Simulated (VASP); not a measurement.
# Ge (Fd-3m) in VASP: settings compared, part 3 of 3

VASP 6.6.1. Earlier steps stand in the parts before.

## (6) Relaxation of cell and atoms, PBE+D3(BJ)

This run uses another cell than the first one, of 23.14 Å³/atom, 1.012 times its volume.

The input, INCAR:

```
ALGO = Normal
EDIFF = 1E-7
EDIFFG = -0.005
ENCUT = 600
GGA = PE
IBRION = 2
ISIF = 3
ISMEAR = 0
IVDW = 12
LASPH = True
LCHARG = False
LREAL = False
LWAVE = False
NELM = 80
NSW = 90
PREC = Accurate
SIGMA = 0.03
```

The input, KPOINTS:

```
k-points
0
Gamma
  10 10 10
```

The input, POSCAR:

```
Ge                                      
1.0
    0.0000000000      2.8495099885      2.8495099885
    2.8495099885     -0.0000000000      2.8495099885
    2.8495099885      2.8495099885     -0.0000000000
  Ge            
     2
Direct
     0.0000000000000000    0.0000000000000000    0.0000000000000000
     0.2500000000000000    0.2500000000000000    0.2500000000000000
```

Potentials or basis: VASP PAW PBE potentials, release 64 (Ge_d).

Launch:

```console
cat potpaw_PBE.64/Ge_d/POTCAR > POTCAR
mpirun -np 1 vasp_std > vasp.out
```

OUTCAR:

```text
EDIFF = 1E-7
   EDIFFG = -0.005
   ENCUT = 600
   GGA = PE
   IBRION = 2
   ISIF = 3
   ISMEAR = 0
   IVDW = 12
   LASPH = True
   LREAL = False
   NELM = 80
   NSW = 90
   PREC = Accurate
 IVDW          = 12

 ion  position               nearest neighbor table
   1  0.000  0.000  0.000-   2 2.47   2 2.47   2 2.47   2 2.47
   2  0.250  0.250  0.250-   1 2.47   1 2.47   1 2.47   1 2.47

  LATTYP: Found a face centered cubic cell.
 ALAT       =     5.6990199770

  Lattice vectors:

 A1 = (   0.0000000000,   2.8495099885,   2.8495099885)
 A2 = (   2.8495099885,   0.0000000000,   2.8495099885)
 A3 = (   2.8495099885,   2.8495099885,   0.0000000000)

Analysis of symmetry for initial positions (statically):
=====================================================================
 Subroutine PRICEL returns:
 Original cell was already a primitive cell.

 Routine SETGRP: Setting up the symmetry group for a
 face centered cubic supercell.

 Subroutine GETGRP returns: Found 48 space group operations
 (whereof 24 operations were pure point group operations)
 out of a pool of 48 trial point group operations.

The static configuration has the point symmetry T_d .
 The point group associated with its full space group is O_h .

Analysis of symmetry for dynamics (positions and initial velocities):
=====================================================================
 Subroutine PRICEL returns:
 Original cell was already a primitive cell.

 Routine SETGRP: Setting up the symmetry group for a
 face centered cubic supercell.

 Subroutine GETGRP returns: Found 48 space group operations
 (whereof 24 operations were pure point group operations)
 out of a pool of 48 trial point group operations.

The dynamic configuration has the point symmetry T_d .
 The point group associated with its full space group is O_h .

 Subroutine INISYM returns: Found 48 space group operations
 (whereof 24 operations are pure point group operations),
 and found     1 'primitive' translations

----------------------------------------------------------------------------------------

                                     Primitive cell

  volume of cell :      46.2744

  direct lattice vectors                    reciprocal lattice vectors
     0.000000000  2.849509988  2.849509988    -0.175468766  0.175468766  0.175468766
[... 96 lines left out ...]
   PSTRESS=    0.0 pullay stress
   NELECT =      28.0000    total number of electrons
   NUPDOWN=      -1.0000    fix difference up-down
   EMIN   =  10.00;   EMAX   =-10.00  energy-range for DOS
   EFERMI =   0.00;   METHOD = LEGACY
   ISMEAR =     0;   SIGMA  =   0.03  broadening in eV -4-tet -1-fermi 0-gaus
   EFERMI_NEDOS =   21; number of points for ismear=-14 and -15
   IALGO  =     38    algorithm
   IMIX   =      4    mixing-type and parameters
     AMIX     =   0.40;   BMIX     =  1.00
     AMIX_MAG =   1.60;   BMIX_MAG =  1.00
  volume/ion in A,a.u.               =      23.14       156.14
  Fermi-wavevector in a.u.,A,eV,Ry     =   1.384673  2.616653 26.086725  1.917320
  Thomas-Fermi vector in A             =   2.509155
   LORBIT       =      0    0 simple, 1 ext, 2 COOP (PROOUT), +10 PAW based schemes
   GGA     = PE    functional components
   LHFCALC =     F    Hartree Fock is set to
   AEXX    =    0.0000 exact exchange contribution
   IVDW    =    12    specifies the selected vdW correction
   LEPSILON=     F    determine dielectric tensor
   LRPA    =     F    only Hartree local field effects (RPA)
 conjugate gradient relaxation of ions
 non-spin polarized calculation
 Gauss-broadening in eV      SIGMA  =   0.03
  energy-cutoff  :      600.00
  volume of cell :       46.27
 maximum number of plane-waves:      1572
   NGX = 17   NGY = 17   NGZ = 17

--------------------------------------- Ionic step        1  -------------------------------------------

 number of electron      28.0000026 magnetization

 Free energy of the ion-electron system (eV)
  ---------------------------------------------------
  ext. energy  EPLUGINS =         0.00000000
  ---------------------------------------------------
  free energy    TOTEN  =        -9.02442847 eV

  energy without entropy =       -9.02438219  energy(sigma->0) =       -9.02440533

------------------------ aborting loop because EDIFF is reached ----------------------------------------

 Edisp (eV)   -0.58112

 E8    (eV) :    -0.2604
[... 71 lines left out ...]
--------------------------------------- Ionic step        3  -------------------------------------------

 number of electron      28.0000026 magnetization

 Free energy of the ion-electron system (eV)
  ---------------------------------------------------
  ext. energy  EPLUGINS =         0.00000000
  ---------------------------------------------------
  free energy    TOTEN  =        -9.02420264 eV

  energy without entropy =       -9.02415636  energy(sigma->0) =       -9.02417950

 E-fermi :   4.7957     XC(G=0):  -9.8231

 val. band max:        4.7865885829   @ k =   0.0000   0.0000   0.0000
 cond. band min:       4.9067289446   @ k =   0.5000   0.0000   0.0000
 fundamental gap:      0.1201403617
 Fermi energy:         4.7957231898

 k-point     1 :       0.0000    0.0000    0.0000
  band No.  band energies     occupation
      1     -19.9988      2.00000
      2     -19.9988      2.00000
      3     -19.9988      2.00000
      4     -19.9643      2.00000
      5     -19.9643      2.00000
      6     -19.7650      2.00000
[... 481 lines left out ...]
      5     -19.8853      2.00000
      6     -19.8635      2.00000
[... 10 lines left out ...]
     17      11.3725      0.00000
     18      11.9162      0.00000

 [... further k-points ...]

------------------------ aborting loop because EDIFF is reached ----------------------------------------

 Edisp (eV)   -0.58134

 E8    (eV) :    -0.2605
[... 25 lines left out ...]
  FREE ENERGIE OF THE ION-ELECTRON SYSTEM (eV)
  ---------------------------------------------------
  free  energy   TOTEN  =        -9.6055430986 eV

  energy  without entropy=       -9.6054968198  energy(sigma->0) =       -9.60551996

 reached required accuracy - stopping structural energy minimisation
```

OSZICAR:

```text
N       E                     dE             d eps       ncg     rms          rms(c)
DAV:   1     0.167028846502E+03    0.16703E+03   -0.16430E+04  1726   0.452E+03
DAV:   2     0.125778594094E+02   -0.15445E+03   -0.15188E+03  1692   0.563E+02
DAV:   3    -0.842787684227E+01   -0.21006E+02   -0.20749E+02  1866   0.152E+02
[... 20 lines left out ...]
DAV:   1    -0.902426351234E+01   -0.32987E-03   -0.86800E-04  2236   0.622E-01    0.459E-02
DAV:   2    -0.902421915902E+01    0.44353E-04   -0.63664E-05  2196   0.170E-01    0.229E-02
DAV:   3    -0.902420447362E+01    0.14685E-04   -0.24522E-05  2228   0.928E-02    0.547E-03
DAV:   4    -0.902420259390E+01    0.18797E-05   -0.29173E-06  2154   0.366E-02    0.118E-03
DAV:   5    -0.902420263787E+01   -0.43975E-07   -0.20159E-07   860   0.949E-03
   3 F= -.96055431E+01 E0= -.96055200E+01  d E =0.108116E-05
```

Run time: 48 s. Hardware: 1 thread of Intel Xeon Platinum 8559C (Emerald Rapids), shared host; peak memory 0.21 GiB.

Results:

```
Free energy                            : -9.6055 eV
Relaxed volume                         : 23.13 Å³/atom
Relaxed cell                           : a = 4.029 Å, b = 4.029 Å, c = 4.029 Å, α = 60.00°, β = 60.00°, γ = 60.00°
Space group after relaxing (to 0.05 Å) : Fd-3m (No. 227)
Energy gained by relaxing              : 0.0 meV/atom
Ionic steps                            : 3
Pressure after relaxing                : 0.0 GPa
Band gap on the k mesh                 : none (metal or under the smearing width)
Dispersion energy per atom             : -0.291 eV
```

Final structure:
```
CELL_PARAMETERS angstrom
0.00000 2.84915 2.84915
2.84915 0.00000 2.84915
2.84915 2.84915 0.00000
ATOMIC_POSITIONS crystal
Ge 0.00000 0.00000 0.00000
Ge 0.25000 0.25000 0.25000
```

Caveat: pairwise dispersion overbinds metals, which lowers pressure and volume; this crystal is a semiconductor, whose small gap the functional closes, so the metal is an error of the method.

## (7) Overview

| level | gap on the mesh (eV) | pressure (GPa) | relaxed volume (Å³/atom) |
| --- | --- | --- | --- |
| r2SCAN | 0.31 | 0.0 | - |
| PBEsol | none | 0.0 | 22.83 |
| PBE+D3(BJ) | none | 0.0 | 23.13 |

Alike in all rows: task relaxation of cell and atoms; potentials or basis VASP PAW PBE potentials, release 64 (Ge_d); no spin polarisation; cell relaxed; k mesh 10 × 10 × 10; cutoff (eV) 600; smearing gaussian 0.03 eV.

Caveats: the PAW data sets were made with another functional, which shifts forces and pressure a little (some runs); this crystal is a semiconductor, whose small gap the functional closes, so the metal is an error of the method (some runs); the relaxation stopped at its first step, so nothing moved (some runs); pairwise dispersion overbinds metals, which lowers pressure and volume (some runs).

Total energies depend on the potentials used, so only differences within one code and one set of settings carry meaning.
